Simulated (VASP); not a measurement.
# A VASP 6.6.1 single-point calculation on ZnSe

INCAR

```
PREC = Single
LWAVE = .FALSE.
NBANDS = 16
SIGMA = 0.02
NELM = 120
LREAL = .FALSE.
LCHARG = .FALSE.
GGA = PE
NSW = 0
ISIF = 2
ISMEAR = -1
LASPH = .TRUE.
ENCUT = 520
EDIFF = 1E-7
IBRION = -1
```

KPOINTS

```
KPOINTS created by Atomic Simulation Environment
0
Gamma
8 8 8
0 0 0
```

POSCAR

```
Zn Se
 1.0000000000000000
     0.0000000000000000    2.8890690980999998    2.7651316567999999
     2.8890690980999998    0.0000000000000000    2.7651316567999999
     2.8890690980999998    2.8890690980999998    0.0000000000000000
 Zn  Se
   1   1
Cartesian
  0.0000000000000000  0.0000000000000000  0.0000000000000000
  1.4445345490499999  1.4445345490499999  1.3825658284000000
```

The recommended PBE PAW datasets give the neutral cell 18 valence electrons.

Command

```
mpirun -np 1 vasp_std
```

OSZICAR

```
N       E                     dE             d eps       ncg     rms          rms(c)
DAV:   1     0.868925598267E+02    0.86893E+02   -0.87765E+03  1888   0.128E+03
DAV:   2    -0.782354989615E+00   -0.87675E+02   -0.82425E+02  2112   0.251E+02
DAV:   3    -0.626668972115E+01   -0.54843E+01   -0.54622E+01  2328   0.611E+01
DAV:   4    -0.631163344279E+01   -0.44944E-01   -0.44938E-01  2344   0.587E+00
DAV:   5    -0.631184342160E+01   -0.20998E-03   -0.20998E-03  2392   0.366E-01    0.462E+00
DAV:   6    -0.604147323367E+01    0.27037E+00   -0.53359E-01  2752   0.236E+01    0.354E+00
DAV:   7    -0.602269370008E+01    0.18780E-01   -0.15264E-01  2224   0.347E+00    0.151E+00
DAV:   8    -0.602249676385E+01    0.19694E-03   -0.43290E-03  2536   0.646E-01    0.445E-01
DAV:   9    -0.602273534968E+01   -0.23859E-03   -0.10768E-03  2272   0.249E-01    0.668E-02
DAV:  10    -0.602283756142E+01   -0.10221E-03   -0.17166E-04  2432   0.998E-02    0.195E-02
DAV:  11    -0.602283509150E+01    0.24699E-05   -0.31725E-05  2232   0.472E-02    0.472E-03
DAV:  12    -0.602283623861E+01   -0.11471E-05   -0.42756E-06  2448   0.126E-02    0.292E-03
DAV:  13    -0.602283635211E+01   -0.11350E-06   -0.54340E-07  2304   0.554E-03    0.758E-04
DAV:  14    -0.602283638153E+01   -0.29420E-07   -0.39868E-08  1984   0.269E-03
   1 F= -.60228364E+01 E0= -.60228364E+01  d E =-.566659E-12
```

From OUTCAR

```
k-points           NKPTS =     59   k-points in BZ     NKDIM =     59   number of bands    NBANDS=     16

   NELECT =      18.0000    total number of electrons

   dimension x,y,z NGX =    30 NGY =   30 NGZ =   30
   dimension x,y,z NGXF=    30 NGYF=   30 NGZF=   30

  energy-cutoff  :      520.00
  volume of cell :       46.16
      direct lattice vectors                 reciprocal lattice vectors
     0.000000000  2.889069098  2.765131657    -0.173066127  0.173066127  0.180823216
     2.889069098  0.000000000  2.765131657     0.173066127 -0.173066127  0.180823216
     2.889069098  2.889069098  0.000000000     0.173066127  0.173066127 -0.180823216

 k-points in reciprocal lattice and weights: KPOINTS created by Atomic Simulation Env
   0.00000000  0.00000000  0.00000000       0.002
   0.12500000  0.00000000  0.00000000       0.016
   0.25000000  0.00000000  0.00000000       0.016
   0.37500000  0.00000000  0.00000000       0.016
   0.50000000  0.00000000  0.00000000       0.008
   0.12500000  0.12500000  0.00000000       0.004
   0.25000000  0.12500000  0.00000000       0.016
   0.37500000  0.12500000  0.00000000       0.016
   ...

 E-fermi :   2.0256

 k-point     1 :       0.0000    0.0000    0.0000
  band No.  band energies     occupation
      1     -11.6726      2.00000
      2      -5.0064      2.00000
      3      -5.0064      2.00000
      4      -4.9883      2.00000
      5      -4.6490      2.00000
      6      -4.6428      2.00000
      7       1.4430      2.00000
      8       1.4430      2.00000
      9       1.5881      2.00000
     10       2.7188      0.00000
     11       7.2980      0.00000
     12       7.3170      0.00000
     13       7.3175      0.00000
     14      11.3663      0.00000
     15      12.5424      0.00000
     16      13.2422      0.00000

 k-point     2 :       0.1250    0.0000    0.0000
  band No.  band energies     occupation
      1     -11.5745      2.00000
      2      -4.9968      2.00000
      3      -4.9918      2.00000
      4      -4.9745      2.00000
      5      -4.6493      2.00000
      6      -4.6449      2.00000
      7       0.1802      2.00000
      8       1.2826      2.00000
      9       1.4067      2.00000
     10       3.7120      0.00000
     11       7.2083      0.00000
     12       7.5513      0.00000
     13       7.5921      0.00000
     14      11.8842      0.00000
     15      12.1405      0.00000
     16      12.4536      0.00000

 k-point     3 :       0.2500    0.0000    0.0000
  band No.  band energies     occupation
      1     -11.3202      2.00000
      2      -4.9603      2.00000
      3      -4.9505      2.00000
      4      -4.9298      2.00000
      5      -4.6459      2.00000
      6      -4.6448      2.00000
      7      -1.5178      2.00000
      8       0.9398      2.00000
      9       1.1163      2.00000
     10       4.1965      0.00000
     11       7.8295      0.00000
     12       7.8485      0.00000
     13       8.1981      0.00000
     14      11.8306      0.00000
     15      11.8398      0.00000
     16      12.4062      0.00000

 ...

  Total        0.2811513      0.2811513      0.6768499      0.0000000     -0.0000000     -0.0000000
  in kB        9.7586328      9.7586328     23.4931532      0.0000000     -0.0000000     -0.0000000
  external PRESSURE =      14.3368062 kB  Pullay stress =       0.0000000 kB

 POSITION                                       TOTAL-FORCE (eV/Angst)
 -----------------------------------------------------------------------------------
      0.00000      0.00000      0.00000        -0.000000     -0.000000      0.000000
      1.44453      1.44453      1.38257         0.000000      0.000000     -0.000000
 -----------------------------------------------------------------------------------
    total drift:                               -0.000052     -0.000052     -0.000027

  FREE ENERGIE OF THE ION-ELECTRON SYSTEM (eV)
  ---------------------------------------------------
  free  energy   TOTEN  =        -6.0228363815 eV

  energy  without entropy=       -6.0228363815  energy(sigma->0) =       -6.02283638
```

It converged. Results: gap between bands v and c on the k mesh 1.13 eV; least direct gap on the k mesh 1.13 eV; pressure 1.4 GPa. Band v is the last that the valence electrons fill when counted band by band, and c is the next.

For comparison, a separate PBE run of the intended cell, on usual settings and not on those above, gives a gap of 1.13 eV on its mesh and a pressure of 1.4 GPa.

The run above took about 50 s on one core of a shared host (Intel Xeon Platinum 8488C) and held 0.15 GiB at most.
